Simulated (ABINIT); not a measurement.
# CuO (P1) in ABINIT: convergence with nband

Aim: find how far nband must go before the results for CuO settle, at PBE. This setting moves, with any that are tied to it; all else stays.

Program: ABINIT 10.8.3 (patched build). These are calculated values, not measurements. Logs are shortened: lines on timing, memory, paths and dates and some standing lists are left out, and cuts for length are marked. The log counts tension as positive stress, the text compression.

### Step 1. The cell of the first run

The typed cell holds 4 atoms: a = 2.988 Å, b = 2.816 Å, c = 5.493 Å, α = 74.89°, β = 74.25°, γ = 66.24°.

The cell comes from a database or a generator and needn't be the stable form of this composition.

The cell isn't the ideal one: all atoms moved at random.

### Step 2. With nband 26

run.abi

```
# Pseudopotentials
pp_dirpath "./"
pseudos "Cu.upf, O.upf"

# Structure
acell 3*1.0 Angstrom
rprim
     0.1896038200    -2.1722883700    -2.0431441000
    -2.0197235200     0.1062952100    -1.9598354900
     2.3832003700     2.2858393900    -4.3894430400
ntypat 2
znucl 29 8
natom 4
typat 1 1 2 2
xred
     0.4562322400     0.5306856300     0.4854117400
     0.9742842800     0.9858673900     0.0243612000
     0.8016626700     0.7447211200     0.7392802400
     0.2678208100     0.2387258700     0.2509468100
chkprim 0
chksymtnons 0
tolsym 1.0e-6

# Plane-wave basis
ecut 46.0

# k points
kptopt 1
ngkpt 6 6 3
nshiftk 1
shiftk 0.0 0.0 0.0

# Exchange and correlation
ixc 11

# Bands and occupations
nband 26
occopt 3
tsmear 0.05 eV

# SCF cycle
nstep 100
tolvrs 1.0e-10

# Output
iomode 3
prtwf 0
prtden 0
prteig 0
prtebands 0
enunit 1
prtvol 2
```

Potentials or basis: PseudoDojo NC SR PBE v0.4.1 standard.

Command:

```bash
$ mpirun --bind-to none -np 4 abinit run.abi > log 2>&1
```

Run time: 100 s. Hardware: 4 MPI ranks of Arm Neoverse V1, shared host; peak memory 0.36 GiB.

Results (log left out):

* Free energy: -11215.9531 eV
* Pressure: -3.8 GPa
* Largest force: 1.607 eV/Å
* Band gap on the k mesh: none (metal or under the smearing width)
* Valence electrons inside the program's atomic spheres: Cu 17.22, 17.21; O 6.00, 6.16

### Step 3. With nband 27

Changes to run.abi since step 2:

```diff
@@ -36,3 +36,3 @@
 # Bands and occupations
-nband 26
+nband 27
 occopt 3
```

Potentials or basis: PseudoDojo NC SR PBE v0.4.1 standard.

Command:

```bash
$ mpirun --bind-to none -np 4 abinit run.abi > log 2>&1
```

Run time: 99 s. Hardware: 4 MPI ranks of Arm Neoverse V1, shared host; peak memory 0.36 GiB.

It converged, with:

* Free energy: -11215.9531 eV
* Pressure: -3.8 GPa
* Largest force: 1.607 eV/Å
* Band gap on the k mesh: none (metal or under the smearing width)
* Valence electrons inside the program's atomic spheres: Cu 17.22, 17.21; O 6.00, 6.16

### Step 4. With nband 28

Changes to run.abi since step 3:

```diff
@@ -36,3 +36,3 @@
 # Bands and occupations
-nband 27
+nband 28
 occopt 3
```

Command:

```bash
$ mpirun --bind-to none -np 4 abinit run.abi > log 2>&1
```

Run time: 98 s. Hardware: 4 MPI ranks of Arm Neoverse V1, shared host; peak memory 0.4 GiB.

Results (log left out):

```yaml
Free_energy: -11215.9531 eV
Pressure: -3.8 GPa
Largest_force: 1.607 eV/Å
Band_gap_on_the_k_mesh: none (metal or under the smearing width)
Valence_electrons_inside_the_program's_atomic_spheres: Cu 17.22, 17.21; O 6.00, 6.16
```

### Step 5. With nband 30

Changes to run.abi since step 4:

```diff
@@ -36,3 +36,3 @@
 # Bands and occupations
-nband 28
+nband 30
 occopt 3
```

Command:

```bash
$ mpirun --bind-to none -np 4 abinit run.abi > log 2>&1
```

Run time: 1.8 min. Hardware: 4 MPI ranks of Arm Neoverse V1, shared host; peak memory 0.4 GiB.

The run converged. Its results:

- Free energy: -11215.9531 eV
- Pressure: -3.8 GPa
- Largest force: 1.607 eV/Å
- Band gap on the k mesh: none (metal or under the smearing width)
- Valence electrons inside the program's atomic spheres: Cu 17.22, 17.21; O 6.00, 6.16

### Step 6. With nband 34

Changes to run.abi since step 5:

```diff
@@ -36,3 +36,3 @@
 # Bands and occupations
-nband 30
+nband 34
 occopt 3
```

Potentials or basis: PseudoDojo NC SR PBE v0.4.1 standard.

Command:

```bash
$ mpirun --bind-to none -np 4 abinit run.abi > log 2>&1
```

Wall time 1.8 min (4 MPI ranks of Arm Neoverse V1, shared host); peak memory 0.4 GiB.

It converged, with:

| Property | Result |
| --- | --- |
| Free energy | -11215.9531 eV |
| Pressure | -3.8 GPa |
| Largest force | 1.607 eV/Å |
| Band gap on the k mesh | none (metal or under the smearing width) |
| Valence electrons inside the program's atomic spheres | Cu 17.22, 17.21; O 6.00, 6.16 |

### Step 7. With nband 40

Changes to run.abi since step 6:

```diff
@@ -36,3 +36,3 @@
 # Bands and occupations
-nband 34
+nband 40
 occopt 3
```

Potentials or basis: PseudoDojo NC SR PBE v0.4.1 standard.

Command:

```bash
$ mpirun --bind-to none -np 4 abinit run.abi > log 2>&1
```

run.abo:

```text
.Version 10.8.3 of ABINIT
 Symmetries : space group P1 (#  1); Bravais aP (primitive triclinic)
================================================================================
 Values of the parameters that define the memory need of the present run
     intxc =       0    ionmov =       0      iscf =       7    lmnmax =       6
     lnmax =       6     mgfft =      64  mpssoang =       3    mqgrid =    3005
     natom =       4  nloc_mem =       1    nspden =       1   nspinor =       1
    nsppol =       1      nsym =       1    n1xccc =    2501    ntypat =       2
    occopt =       3   xclevel =       2
       mpw =        4063          nfft =       82944          nkpt =          56
================================================================================
================================================================================

--------------------------------------------------------------------------------
------------- Echo of variables that govern the present computation ------------
--------------------------------------------------------------------------------
 -outvars: echo values of preprocessed input variables --------
            acell      1.8897261259E+00  1.8897261259E+00  1.8897261259E+00 Bohr
              amu      6.35460000E+01  1.59994000E+01
          chkprim           0
      chksymtnons           0
             ecut      4.60000000E+01 Hartree
           enunit           1
              ixc          11
         kptrlatt        6    0    0      0    6    0      0    0    3
          kptrlen      3.11402121E+01
            natom           4
            nband          40
            ngfft          36      36      64
             nkpt          56
            nstep         100
             nsym           1
           ntypat           2
           occopt           3
           prtden           0
[... 853 lines left out ...]
)     Maximum=    4.4526E+00  at reduced coord.    0.0556    0.9444    0.0469
)Next maximum=    4.4422E+00  at reduced coord.    0.0000    0.8889    0.0156
)     Minimum=    8.1754E-03  at reduced coord.    0.3889    0.3611    0.8594
)Next minimum=    8.1787E-03  at reduced coord.    0.3889    0.3889    0.8594
   Integrated=    5.0000E+01

--- !EnergyTerms
iteration_state     : {dtset: 1, }
comment             : Components of total free energy in Hartree
kinetic             :  1.96458071421309E+02
hartree             :  1.32762567176509E+02
xc                  : -5.48963371079877E+01
Ewald energy        : -2.51864507163744E+02
psp_core            :  1.02898908799234E+01
local_psp           : -3.72759671083722E+02
non_local_psp       : -7.21676162943889E+01
internal            : -4.12177602172101E+02
'-kT*entropy'       : -1.07010114648485E-03
total_energy        : -4.12178672273247E+02
total_energy_eV     : -1.12159530535830E+04
band_energy         : -4.03749100848994E+01
...

 Cartesian components of stress tensor (hartree/bohr^3)
  sigma(1 1)=  1.55778726E-04  sigma(3 2)= -5.88880366E-05
  sigma(2 2)=  1.05685030E-04  sigma(3 1)= -2.60281929E-04
  sigma(3 3)=  1.22667305E-04  sigma(2 1)= -4.43369945E-05

-Cartesian components of stress tensor (GPa)         [Pressure= -3.7672E+00 GPa]
- sigma(1 1)=  4.58316835E+00  sigma(3 2)= -1.73254585E+00
- sigma(2 2)=  3.10936092E+00  sigma(3 1)= -7.65775874E+00
- sigma(3 3)=  3.60899671E+00  sigma(2 1)= -1.30443942E+00

== END DATASET(S) ==============================================================
================================================================================

 -outvars: echo values of variables after computation  --------
            acell      1.8897261259E+00  1.8897261259E+00  1.8897261259E+00 Bohr
           etotal     -4.1217867227E+02
            fcart      2.0403610657E-02  2.3041979678E-03 -2.3549982715E-02
                      -1.5942634814E-02 -1.8328868373E-02  1.2522948733E-02
                       2.1427743967E-03  9.4371727279E-03 -1.8238897189E-04
                      -6.6037502394E-03  6.5874976777E-03  1.1209422954E-02
            rprim      1.8960382000E-01 -2.1722883700E+00 -2.0431441000E+00
                      -2.0197235200E+00  1.0629521000E-01 -1.9598354900E+00
                       2.3832003700E+00  2.2858393900E+00 -4.3894430400E+00
           strten      1.5577872599E-04  1.0568502968E-04  1.2266730474E-04
                      -5.8888036565E-05 -2.6028192913E-04 -4.4336994548E-05
           xangst      1.7149856524E-01  1.7491462717E-01 -4.1028919248E+00
                      -1.7483939131E+00 -1.9559476387E+00 -4.0296731775E+00
                       4.0972048418E-01  2.7593685978E-02 -6.3424717396E+00
                       1.6667612462E-01  1.7215488770E-02 -2.1165766688E+00
             xred      4.5623224000E-01  5.3068563000E-01  4.8541174000E-01
                       9.7428428000E-01  9.8586739000E-01  2.4361200000E-02
                       8.0166267000E-01  7.4472112000E-01  7.3928024000E-01
                       2.6782081000E-01  2.3872587000E-01  2.5094681000E-01
 Calculation completed.
```

Wall time 2.3 min (4 MPI ranks of Arm Neoverse V1, shared host); peak memory 0.44 GiB.

What came out:

```
Free energy                                           : -11215.9531 eV
Pressure                                              : -3.8 GPa
Largest force                                         : 1.607 eV/Å
Band gap on the k mesh                                : none (metal or under the smearing width)
Valence electrons inside the program's atomic spheres : Cu 17.22, 17.21; O 6.00, 6.16
```

### Step 8. Summary

```tsv
nband	energy less the tightest run, at zero smearing (meV/atom)	SCF cycles	CPU time (s)
26	0.00	22	400
27	0.00	21	400
28	0.00	20	390
30	0.00	20	430
34	0.00	17	430
40	0.00	18	550
```

Against the tightest run, the energy stays within 1 meV/atom from 26 on. The tightest run that finished is the yardstick and may itself not be fully converged.

Caveats: all runs use coarse meshes; the run has no spin polarisation, though such a crystal can be magnetic; semilocal functionals often make such compounds metallic where correlation or magnetic order opens a gap, which also shifts bond lengths; forces of over 1 eV/Å show positions far from the minimum, so gaps and moduli don't describe the material at rest.
